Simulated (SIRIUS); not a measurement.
Here is a SIRIUS 7.12.0 calculation.

Contents of sirius.json:

```json
{
  "control": {
    "processing_unit": "cpu",
    "std_evp_solver_name": "lapack",
    "gen_evp_solver_name": "lapack",
    "verbosity": 2,
    "print_forces": true,
    "ortho_rf": true,
    "use_second_variation": true,
    "rmt_max": 3.0,
    "num_bands_to_print": 24,
    "save_wf": true
  },
  "parameters": {
    "electronic_structure_method": "full_potential_lapwlo",
    "xc_functionals": ["XC_GGA_X_PBE", "XC_GGA_C_PBE"],
    "core_relativity": "dirac",
    "valence_relativity": "zora",
    "num_fv_states": 36,
    "smearing": "fermi_dirac",
    "smearing_width": 0.0018374661,
    "pw_cutoff": 20,
    "gk_cutoff": 3.41,
    "lmax_apw": 11,
    "lmax_rho": 8,
    "lmax_pot": 8,
    "num_mag_dims": 0,
    "auto_rmt": 0,
    "ngridk": [7, 7, 7],
    "shiftk": [0, 0, 0],
    "num_dft_iter": 80,
    "energy_tol": 1e-07,
    "density_tol": 1e-05,
    "use_symmetry": true
  },
  "settings": {"tol_ne": 1e-10},
  "iterative_solver": {"type": "exact"},
  "mixer": {"type": "anderson", "beta": 0.5, "max_history": 8},
  "unit_cell": {
    "lattice_vectors": [[0.0, 6.0745246276, 6.0745246276], [6.0745246276, 0.0, 6.0745246276], [6.0745246276, 6.0745246276, 0.0]],
    "atom_types": ["Hg", "Te"],
    "atom_files": {"Hg": "Hg.json", "Te": "Te.json"},
    "atoms": {"Hg": [[0.0, 0.0, 0.0]], "Te": [[0.75, 0.75, 0.75]]}
  }
}
```

Contents of Hg.json:

```json
{
  "name": "mercury",
  "symbol": "Hg",
  "number": 80,
  "mass": 200.59,
  "rmin": 1e-06,
  "rmt": 2.64,
  "nrmt": 800,
  "rinf": 12.86,
  "core": "1s2s2p3s3p3d4s4p4d",
  "valence": [
    {"basis": [{"enu": -0.05, "dme": 0, "n": 0, "auto": 0}, {"enu": -0.05, "dme": 1, "n": 0, "auto": 0}]},
    {"l": 0, "n": 1, "basis": [{"enu": 0.05, "dme": 0, "n": 0, "auto": 0}]},
    {"l": 1, "n": 2, "basis": [{"enu": 0.05, "dme": 0, "n": 0, "auto": 0}]},
    {"l": 2, "n": 3, "basis": [{"enu": 0.0445, "dme": 0, "n": 0, "auto": 0}]},
    {"l": 3, "n": 4, "basis": [{"enu": 0.05, "dme": 0, "n": 0, "auto": 0}]},
    {"l": 4, "n": 5, "basis": [{"enu": 0.05, "dme": 0, "n": 0, "auto": 0}]}
  ],
  "lo": [
    {"l": 0, "basis": [{"enu": 0.05, "dme": 0, "n": 0, "auto": 0}, {"enu": 0.05, "dme": 1, "n": 0, "auto": 0}]},
    {
      "l": 0,
      "basis": [{"enu": -4.0242, "dme": 0, "n": 5, "auto": 1}, {"enu": -4.0242, "dme": 1, "n": 5, "auto": 1}]
    },
    {
      "l": 0,
      "basis": [{"enu": -4.0242, "dme": 1, "n": 5, "auto": 1}, {"enu": 0.05, "dme": 0, "n": 0, "auto": 0}]
    },
    {"l": 0, "basis": [{"enu": 0.05, "dme": 0, "n": 0, "auto": 0}, {"enu": 2.3457, "dme": 0, "n": 0, "auto": 0}]},
    {"l": 1, "basis": [{"enu": 0.05, "dme": 0, "n": 0, "auto": 0}, {"enu": 0.05, "dme": 1, "n": 0, "auto": 0}]},
    {
      "l": 1,
      "basis": [{"enu": -2.1355, "dme": 0, "n": 5, "auto": 1}, {"enu": -2.1355, "dme": 1, "n": 5, "auto": 1}]
    },
    {
      "l": 1,
      "basis": [{"enu": -2.1355, "dme": 1, "n": 5, "auto": 1}, {"enu": 0.05, "dme": 0, "n": 0, "auto": 0}]
    },
    {"l": 1, "basis": [{"enu": 0.05, "dme": 0, "n": 0, "auto": 0}, {"enu": 2.69, "dme": 0, "n": 0, "auto": 0}]},
    {
      "l": 2,
      "basis": [{"enu": 0.0445, "dme": 0, "n": 0, "auto": 0}, {"enu": 0.0445, "dme": 1, "n": 0, "auto": 0}]
    },
    {
      "l": 2,
      "basis": [{"enu": 0.0445, "dme": 1, "n": 0, "auto": 0}, {"enu": 0.0445, "dme": 2, "n": 0, "auto": 0}]
    },
    {
      "l": 2,
      "basis": [{"enu": 0.0445, "dme": 0, "n": 0, "auto": 0}, {"enu": 2.2827, "dme": 0, "n": 0, "auto": 0}]
    },
    {"l": 3, "basis": [{"enu": 0.05, "dme": 0, "n": 0, "auto": 0}, {"enu": 0.05, "dme": 1, "n": 0, "auto": 0}]},
    {
      "l": 3,
      "basis": [{"enu": -3.2437, "dme": 0, "n": 4, "auto": 1}, {"enu": -3.2437, "dme": 1, "n": 4, "auto": 1}]
    },
    {
      "l": 3,
      "basis": [{"enu": -3.2437, "dme": 1, "n": 4, "auto": 1}, {"enu": 0.05, "dme": 0, "n": 0, "auto": 0}]
    },
    {"l": 3, "basis": [{"enu": 0.05, "dme": 0, "n": 0, "auto": 0}, {"enu": 3.3787, "dme": 0, "n": 0, "auto": 0}]},
    {"l": 4, "basis": [{"enu": 0.05, "dme": 0, "n": 0, "auto": 0}, {"enu": 0.05, "dme": 1, "n": 0, "auto": 0}]},
    {"l": 4, "basis": [{"enu": 0.05, "dme": 0, "n": 0, "auto": 0}, {"enu": 2.8048, "dme": 0, "n": 0, "auto": 0}]}
  ],
  "free_atom": [... radial grid and density of the free atom, the start of the SCF ...]
}
```

The input Te.json:

```json
{
  "name": "tellurium",
  "symbol": "Te",
  "number": 52,
  "mass": 127.6,
  "rmin": 1e-06,
  "rmt": 2.54,
  "nrmt": 800,
  "rinf": 14.28,
  "core": "1s2s2p3s3p3d",
  "valence": [
    {"basis": [{"enu": -0.05, "dme": 0, "n": 0, "auto": 0}, {"enu": -0.05, "dme": 1, "n": 0, "auto": 0}]},
    {"l": 0, "n": 1, "basis": [{"enu": -0.0691, "dme": 0, "n": 0, "auto": 0}]},
    {"l": 1, "n": 2, "basis": [{"enu": 0.05, "dme": 0, "n": 0, "auto": 0}]},
    {"l": 2, "n": 3, "basis": [{"enu": 0.05, "dme": 0, "n": 0, "auto": 0}]},
    {"l": 3, "n": 4, "basis": [{"enu": 0.05, "dme": 0, "n": 0, "auto": 0}]}
  ],
  "lo": [
    {
      "l": 0,
      "basis": [{"enu": -0.0691, "dme": 0, "n": 0, "auto": 0}, {"enu": -0.0691, "dme": 1, "n": 0, "auto": 0}]
    },
    {
      "l": 0,
      "basis": [{"enu": -5.7339, "dme": 0, "n": 4, "auto": 1}, {"enu": -5.7339, "dme": 1, "n": 4, "auto": 1}]
    },
    {
      "l": 0,
      "basis": [{"enu": -5.7339, "dme": 1, "n": 4, "auto": 1}, {"enu": -0.0691, "dme": 0, "n": 0, "auto": 0}]
    },
    {
      "l": 0,
      "basis": [{"enu": -0.0691, "dme": 0, "n": 0, "auto": 0}, {"enu": 2.4109, "dme": 0, "n": 0, "auto": 0}]
    },
    {"l": 1, "basis": [{"enu": 0.05, "dme": 0, "n": 0, "auto": 0}, {"enu": 0.05, "dme": 1, "n": 0, "auto": 0}]},
    {
      "l": 1,
      "basis": [{"enu": -3.916, "dme": 0, "n": 4, "auto": 1}, {"enu": -3.916, "dme": 1, "n": 4, "auto": 1}]
    },
    {"l": 1, "basis": [{"enu": -3.916, "dme": 1, "n": 4, "auto": 1}, {"enu": 0.05, "dme": 0, "n": 0, "auto": 0}]},
    {"l": 1, "basis": [{"enu": 0.05, "dme": 0, "n": 0, "auto": 0}, {"enu": 2.902, "dme": 0, "n": 0, "auto": 0}]},
    {"l": 2, "basis": [{"enu": 0.05, "dme": 0, "n": 0, "auto": 0}, {"enu": 0.05, "dme": 1, "n": 0, "auto": 0}]},
    {
      "l": 2,
      "basis": [{"enu": -1.2602, "dme": 0, "n": 4, "auto": 1}, {"enu": -1.2602, "dme": 1, "n": 4, "auto": 1}]
    },
    {
      "l": 2,
      "basis": [{"enu": -1.2602, "dme": 1, "n": 4, "auto": 1}, {"enu": 0.05, "dme": 0, "n": 0, "auto": 0}]
    },
    {"l": 2, "basis": [{"enu": 0.05, "dme": 0, "n": 0, "auto": 0}, {"enu": 3.274, "dme": 0, "n": 0, "auto": 0}]},
    {"l": 3, "basis": [{"enu": 0.05, "dme": 0, "n": 0, "auto": 0}, {"enu": 0.05, "dme": 1, "n": 0, "auto": 0}]},
    {"l": 3, "basis": [{"enu": 0.05, "dme": 0, "n": 0, "auto": 0}, {"enu": 2.747, "dme": 0, "n": 0, "auto": 0}]}
  ],
  "free_atom": [... radial grid and density of the free atom, the start of the SCF ...]
}
```

sirius_start.json

```json
{
  "control": {
    "processing_unit": "cpu",
    "std_evp_solver_name": "lapack",
    "gen_evp_solver_name": "lapack",
    "verbosity": 1,
    "print_forces": false,
    "ortho_rf": true,
    "use_second_variation": true,
    "rmt_max": 3.0,
    "num_bands_to_print": 24,
    "save_wf": false
  },
  "parameters": {
    "electronic_structure_method": "full_potential_lapwlo",
    "xc_functionals": ["XC_LDA_X", "XC_LDA_C_PW"],
    "core_relativity": "dirac",
    "valence_relativity": "zora",
    "num_fv_states": 36,
    "smearing": "fermi_dirac",
    "smearing_width": 0.0055123983,
    "pw_cutoff": 20,
    "gk_cutoff": 2.73,
    "lmax_apw": 11,
    "lmax_rho": 8,
    "lmax_pot": 8,
    "num_mag_dims": 0,
    "auto_rmt": 0,
    "ngridk": [3, 3, 3],
    "shiftk": [0, 0, 0],
    "num_dft_iter": 30,
    "energy_tol": 0.01,
    "density_tol": 0.05,
    "use_symmetry": true
  },
  "settings": {"tol_ne": 1e-10},
  "iterative_solver": {"type": "exact"},
  "mixer": {"type": "anderson", "beta": 0.5, "max_history": 8},
  "unit_cell": {
    "lattice_vectors": [[0.0, 6.0745246276, 6.0745246276], [6.0745246276, 0.0, 6.0745246276], [6.0745246276, 6.0745246276, 0.0]],
    "atom_types": ["Hg", "Te"],
    "atom_files": {"Hg": "Hg.json", "Te": "Te.json"},
    "atoms": {"Hg": [[0.0, 0.0, 0.0]], "Te": [[0.75, 0.75, 0.75]]}
  }
}
```

The input sirius_bands.json:

```json
{
  "control": {
    "processing_unit": "cpu",
    "std_evp_solver_name": "lapack",
    "gen_evp_solver_name": "lapack",
    "verbosity": 2,
    "print_forces": true,
    "ortho_rf": true,
    "use_second_variation": true,
    "rmt_max": 3.0,
    "num_bands_to_print": 24,
    "save_wf": true
  },
  "parameters": {
    "electronic_structure_method": "full_potential_lapwlo",
    "xc_functionals": ["XC_GGA_X_PBE", "XC_GGA_C_PBE"],
    "core_relativity": "dirac",
    "valence_relativity": "zora",
    "num_fv_states": 36,
    "smearing": "fermi_dirac",
    "smearing_width": 0.0018374661,
    "pw_cutoff": 20,
    "gk_cutoff": 3.41,
    "lmax_apw": 11,
    "lmax_rho": 8,
    "lmax_pot": 8,
    "num_mag_dims": 0,
    "auto_rmt": 0,
    "ngridk": [7, 7, 7],
    "shiftk": [0, 0, 0],
    "num_dft_iter": 80,
    "energy_tol": 1e-07,
    "density_tol": 1e-05,
    "use_symmetry": true
  },
  "settings": {"tol_ne": 1e-10},
  "iterative_solver": {"type": "exact"},
  "mixer": {"type": "anderson", "beta": 0.5, "max_history": 8},
  "unit_cell": {
    "lattice_vectors": [[0.0, 6.0745246276, 6.0745246276], [6.0745246276, 0.0, 6.0745246276], [6.0745246276, 6.0745246276, 0.0]],
    "atom_types": ["Hg", "Te"],
    "atom_files": {"Hg": "Hg.json", "Te": "Te.json"},
    "atoms": {"Hg": [[0.0, 0.0, 0.0]], "Te": [[0.75, 0.75, 0.75]]}
  },
  "kpoints_rel": {
    "G": [0.0, 0.0, 0.0],
    "K": [0.375, 0.375, 0.75],
    "L": [0.5, 0.5, 0.5],
    "U": [0.625, 0.25, 0.625],
    "W": [0.5, 0.25, 0.75],
    "X": [0.5, 0.0, 0.5]
  },
  "kpoints_path": ["G", "X", "W", "K", "G", "L", "U", "W", "L", "K"]
}
```

Potentials or basis: all-electron FP-LAPW (ZORA valence), apw+lo standard.

Launch:

```console
$ OMP_NUM_THREADS=1 sirius.scf --input=sirius_start.json --output=start.json
$ OMP_NUM_THREADS=1 sirius.scf --input=sirius.json --output=output.json --task=1
$ OMP_NUM_THREADS=1 sirius.scf --input=sirius_bands.json --output=bands_out.json --task=2
```

**Question.** Estimate the band gap along the path.

**Answer.** None (metal or under the smearing width).

Levels at the corners of the path, in eV from the Fermi level:
```csv
point,band 27,band 28,band 29,band 30,band 31,band 32
Γ,-0.73,-0.04,-0.04,-0.04,4.17,4.17
X,-5.56,-2.38,-2.38,1.86,2.41,8.22
W,-5.66,-2.79,-2.66,3.12,4.58,5.26
K,-5.60,-3.04,-1.99,2.21,3.98,7.01
Γ,-0.73,-0.04,-0.04,-0.04,4.17,4.17
L,-5.64,-1.06,-1.06,0.67,5.00,5.00
U,-5.60,-3.04,-1.99,2.21,3.98,7.01
W,-5.66,-2.79,-2.66,3.12,4.58,5.26
L,-5.64,-1.06,-1.06,0.67,5.00,5.00
K,-5.60,-3.04,-1.99,2.21,3.98,7.01
```

Caveat: spin-orbit coupling is left out, which moves the levels of the heavy elements.
